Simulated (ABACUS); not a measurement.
Crystal: Ca.

```
CELL_PARAMETERS angstrom
-2.24000 2.24000 2.24000
2.24000 -2.24000 2.24000
2.24000 2.24000 -2.24000
ATOMIC_POSITIONS crystal
Ca 0.00000 0.00000 0.00000
```

This isn't the form of Ca at room conditions, which is fcc.

```yaml
Program: ABACUS 3.10.1
Task: single point
Functional: PBE
Potentials_or_basis: PseudoDojo NC SR 0.4.1 PBE standard
Cutoff: 925 eV
Density_cutoff: 3701 eV
Basis: plane waves
k_mesh: 8 × 8 × 8
Occupations: fermi-dirac, width 0.05 eV
Spin: no spin polarisation
```

On this cell: pressure -1.0 GPa; band gap on the k mesh none (metal or under the smearing width).

The same run follows on a disturbed copy (cell strained at random at fixed volume):

```xyz
1
Lattice="-2.2516 2.2138 2.2349 2.2160 -2.2372 2.2227 2.2839 2.2695 -2.2583" Properties=species:S:1:pos:R:3 pbc="T T T"
Ca    0.0295    0.0510   -0.0054
```

Task: What changes?

Result: The energy (extrapolated to zero smearing) moves by +0.7 meV/atom; pressure -1.0 GPa; band gap on the k mesh none (metal or under the smearing width).

Stress tensor (GPa, compression positive):
```
-0.97 -0.17  0.18
-0.17 -0.98  0.11
 0.18  0.11 -1.00
```

Caveats: the cell was measured hot, at 740 K.
